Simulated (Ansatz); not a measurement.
Strain response of Hf2Si

All numbers below come from DFT PBEsol, scalar-relativistic, plane waves, PAW in Ansatz 0.2.0. Settings: 420 eV cutoff, 6×6×8 k-mesh, Gaussian smearing of 0.10 eV, no spin polarisation.

The relaxed crystal:

```
CELL_PARAMETERS angstrom
6.51065 0.00000 0.00000
0.00000 6.51065 0.00000
0.00000 0.00000 5.14322
ATOMIC_POSITIONS crystal
Hf 0.15675 0.34325 0.00000
Hf 0.84325 0.34325 0.50000
Hf 0.84325 0.65675 0.00000
Hf 0.15675 0.65675 0.50000
Hf 0.65675 0.84325 0.50000
Hf 0.34325 0.84325 0.00000
Hf 0.34325 0.15675 0.50000
Hf 0.65675 0.15675 0.00000
Si 0.00000 0.00000 0.25000
Si 0.00000 0.00000 0.75000
Si 0.50000 0.50000 0.75000
Si 0.50000 0.50000 0.25000
```

Deformation: biaxial strain in the a-b plane, with the length and tilt of c and the atoms relaxed, all within the symmetry that the strain leaves. Energies are extrapolated to zero smearing.

Spin–orbit coupling is left out, which can shift energies with elements as heavy as these.

```csv
strain (%),ΔE (meV/atom),a (Å),b (Å),c (Å)
-3.0,32.9,6.315,6.315,5.243
-2.0,14.4,6.380,6.380,5.207
-1.0,3.6,6.446,6.446,5.174
+0.0,0.0,6.511,6.511,5.143
+1.0,3.3,6.576,6.576,5.113
+2.0,13.3,6.641,6.641,5.086
+3.0,29.7,6.706,6.706,5.061
```

Question: What stiffness (1/V) d²E/dε² at zero strain does a cubic fit over all points give?

Answer: A cubic fit gives (1/V) d²E/dε² = 613 GPa at zero strain (twice the biaxial modulus).

Question: How does the free axis c answer a small strain?

Answer: Between the innermost points its strain is -0.59 times the applied one.